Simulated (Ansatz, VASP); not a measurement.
# Two plane-wave programs on MgO

The input INCAR:

```
SYSTEM = MgO
PREC     = Accurate       ! precision mode
ENCUT    = 520            ! plane-wave cutoff, eV
EDIFF    = 1E-6           ! SCF threshold, eV
ISMEAR   = 0              ! smearing method
SIGMA    = 0.05           ! smearing width, eV
LREAL    = .False.        ! projectors in reciprocal space
LASPH    = .True.         ! aspherical terms in the spheres
NELM     = 60             ! most SCF steps
ALGO     = Normal         ! electronic algorithm
ISIF     = 2              ! what is computed and relaxed
LWAVE    = .False.        ! write WAVECAR
LCHARG   = .False.        ! write CHGCAR
GGA      = PS             ! functional
NBANDS   = 16             ! bands
```

The input KPOINTS:

```
Automatic mesh
0
Gamma
  9 9 6
  0 0 0
```

Contents of POSCAR:

```
MgO
1.0
    3.4131635912      0.0000000000      0.0000000000
   -1.7065817956      2.9558863772      0.0000000000
    0.0000000000      0.0000000000      4.3906063377
Mg O
2 2
Direct
    0.6747286342      0.3494572684      0.7500000000
    0.3252713658      0.6505427316      0.2500000000
    0.6607307308      0.3214614617      0.2500000000
    0.3392692692      0.6785385383      0.7500000000
```

Input for Ansatz:

```yaml
crystal:
  lattice:
    - [3.4131635912, 0.0, 0.0]
    - [-1.7065817956, 2.9558863772, 0.0]
    - [0.0, 0.0, 4.3906063377]
  atoms:
    - { symbol: Mg, position: [0.6747286342, 0.3494572684, 0.75] }
    - { symbol: Mg, position: [0.3252713658, 0.6505427316, 0.25] }
    - { symbol: O, position: [0.6607307308, 0.3214614617, 0.25] }
    - { symbol: O, position: [0.3392692692, 0.6785385383, 0.75] }
basis:
  ecutwfc: 520.0
kpoints:
  mp_grid: { grid: [9, 9, 6] }
hamiltonian:
  xc: pbesol
  pseudopotentials: { kind: paw, azcp: { folder: soft_1 } }
scf:
  occupations: { method: gaussian, width: 0.05 }
output:
  forces: true
  stress: true
  eigenvalues: true
```

Change from the starting cell: mode 5 frozen in at +0.049 Å, strain +e along z and -e/2 along x and y +0.0467.

Alike in both runs: task single point; functional PBEsol; k mesh 9 × 9 × 6; occupations gaussian, width 0.05 eV; no spin polarisation.

|  | VASP | Ansatz |
| --- | --- | --- |
| version | VASP 6.6.1 | Ansatz 0.2.0 |
| potentials or method | VASP PAW PBE potentials, release 64 (Mg, O) | scalar-relativistic, plane waves, PAW |
| plane-wave cutoff (eV) | 520 | 520 |
| valence electrons in the cell | 16 | 32 |

Ansatz gave:

```
gap on the k mesh at the Fermi level (eV)       : 3.19
least direct gap on the mesh (eV)               : 3.19
pressure (GPa)                                  : 1.1
largest component of the traceless stress (GPa) : 7.03
rms of the force components (eV/Å)              : 0.147
```

**Question.** What did VASP give for the same quantities?

**Answer.** gap on the k mesh at the Fermi level (eV): 3.18; least direct gap on the mesh (eV): 3.18; pressure (GPa): 0.7; largest component of the traceless stress (GPa): 7.16; rms of the force components (eV/Å): 0.148.

Atom by atom the forces differ by 0.002 eV/Å (rms over components). The two sets of potentials don't hold the same shells in valence. Ansatz warned: «pseudo_functional_mismatch».

Caveats: the PAW data sets were made with another functional, which shifts forces and pressure a little (VASP).
